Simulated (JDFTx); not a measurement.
The system is BN.

```
CELL_PARAMETERS angstrom
2.49824 0.00000 0.00000
-1.24912 2.16354 0.00000
0.00000 0.00000 6.63570
ATOMIC_POSITIONS crystal
N 0.66667 0.33333 0.25000
N 0.33333 0.66667 0.75000
B 0.66667 0.33333 0.75000
B 0.33333 0.66667 0.25000
```

Base run:

```yaml
Program: JDFTx 1.7.0 (patched build)
Functional: PBE
Potentials_or_basis: PseudoDojo-SR-PBE-0.5-standard
Cutoff: 1143 eV
Density_cutoff: 9143 eV
k_mesh: 12 × 12 × 4
Occupations: fermi-dirac, width 0.05 eV
Spin: no spin polarisation
```

Its results: band gap on the k mesh 4.32 eV, indirect (least direct gap 4.69 eV); pressure 4.7 GPa.

The run is repeated on the same cell with these changes: k mesh from 12 × 12 × 4 to 5 × 5 × 2. What comes out?

Band gap on the k mesh 4.71 eV, direct; pressure 4.8 GPa.

Caveats: some runs use coarse meshes; the empty levels aren't tightly converged; this functional lacks dispersion, which binds the layers, so the pressure and a relaxed spacing across them are unreliable; an odd mesh through Γ misses points on the zone boundary, where band edges often lie (some runs).

Not every run made on this cell is shown here.
